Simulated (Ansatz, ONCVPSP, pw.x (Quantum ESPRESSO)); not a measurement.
**Sb (fcc): variants of one ONCV potential in the solid**

| Quantity | Value |
| --- | --- |
| Element | antimony (Sb) |
| Generator | ONCVPSP 4.0.1 |
| Type | optimised norm-conserving Vanderbilt (ONCV) |
| Functional | PBE |
| Relativity | scalar-relativistic |
| Frozen core | [Kr] 4d10 |
| Valence charge | 5 |
| Reference configuration | 5s2 5p3 |
| Partial waves | 5s: rc 1.95 bohr, ncon 4, nbas 7, qcut 3.4 1/bohr, 2 projectors, debl 2.9 Ha; 5p: rc 1.95 bohr, ncon 3, nbas 6, qcut 4.5 1/bohr, local; d scattering state at 0.11 Ha: rc 2.60 bohr, ncon 4, nbas 9, qcut 3.2 1/bohr, 1 projector |
| Local potential | the p channel |
| Core correction | Teter function, fcfact 2.75, rcfact 1.75 |

Crystal test: fcc Sb in pw.x 7.5, no spin, 12³ k-points, Fermi–Dirac smearing 0.01 Ry, cutoffs set for each file from its atomic test. The reference is all-electron LAPW (Ansatz 0.2.0) with the same functional, mesh and smearing; V0 and B0 come from Birch–Murnaghan fits to the pressures at five volumes. Errors are pseudo minus all-electron; Δ is the rms difference of the E(V) curves that follow from these fits, minima aligned, over ±6 % about the mean V0. Mesh and smearing are coarse, so the numbers serve the comparison and aren't converged zero-temperature values; the lattice is a test structure that the element need not adopt.

All-electron: a0 = 4.797 Å (V0 = 27.60 Å³/atom), B0 = 57.8 GPa.

Base: This is a poor potential for the solid.

A dash in a converged row means that the minimum lies outside the volumes sampled.

| change | cutoffs (Ry) | pw.x | a0 (Å) | a0 error (%) | B0 error (%) | Δ (meV/atom) | mean pressure error (GPa) |
| --- | --- | --- | --- | --- | --- | --- | --- |
| base | 65/260 | converged | 4.874 | +1.62 | -3.8 | 16.9 | +3.00 |
| p: qcut 2.8 | 65/260 | converged | – | – | – | – | +3.24 |
| p: qcut 3.8 | 65/260 | converged | 4.875 | +1.62 | -4.0 | 16.9 | +3.00 |
| p: qcut 5.4 | 65/260 | converged | 4.874 | +1.62 | -3.9 | 16.9 | +3.00 |
| p: qcut 6.4 | 65/260 | converged | 4.874 | +1.62 | -4.0 | 16.9 | +3.00 |

Q: Give the row for: p: qcut 4.9.

A: pw.x: converged; mean pressure error (GPa): +3.00; a0 (Å): 4.874; a0 error (%): +1.62; B0 error (%): -3.9; Δ (meV/atom): 16.9.
